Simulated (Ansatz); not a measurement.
## Random displacements in HfO2

Theory: DFT PBE, scalar-relativistic, plane waves, PAW (Ansatz). The runs took a 420 eV cutoff, a Γ-centred 6×6×6 mesh and Gaussian smearing (0.05 eV). Spin–orbit coupling is left out, which matters for the heavy elements here. No spin polarisation. Energies are free energies at this smearing, counted from the undisturbed cell; pressure is positive in compression.

Zero of the scan (as given, not relaxed at this level; this form isn't the usual structure):

```
Hf O
1.0
     3.55802    0.00000    0.00000
     0.00000    3.55802    0.00000
     0.00000    0.00000    5.17186
Hf O
2 4
Direct
  0.50000 0.50000 0.50000
  0.00000 0.00000 0.00000
  0.00000 0.50000 0.69721
  0.50000 0.00000 0.80279
  0.50000 0.00000 0.30279
  0.00000 0.50000 0.19721
```

The atoms are displaced (Å, in the unstrained cell):

```
atom ux uy uz
 Hf1  -0.003   0.020   0.000
 Hf2   0.029   0.001  -0.025
  O3  -0.031  -0.016  -0.019
  O4  -0.024  -0.001  -0.014
  O5   0.028   0.007   0.026
  O6   0.001  -0.010   0.032
```

Strain (Voigt, engineering shear): (-0.0453, -0.0299, -0.0458, -0.0175, -0.0714, 0.0359).

(1) What are the energy change, the stress and the forces?

Answers

(1) ΔE = 295.2 meV/atom; stress (xx, yy, zz, yz, xz, xy; compression positive) (66.12, 49.93, 54.46, 2.50, 13.14, -7.34) GPa; gap on the mesh 4.88 eV.
```csv
atom,Fx (eV/Å),Fy,Fz
Hf1,-2.41,0.13,-0.86
Hf2,0.57,-0.42,1.28
O3,2.75,-0.03,2.31
O4,-0.62,0.02,-0.89
O5,0.39,-0.38,-1.28
O6,-0.68,0.68,-0.56
```

Cost: 1 run of about 0.78 core-minutes, on Intel Xeon Processor @ 2.50GHz (Skylake/Cascade Lake) (shared hosts).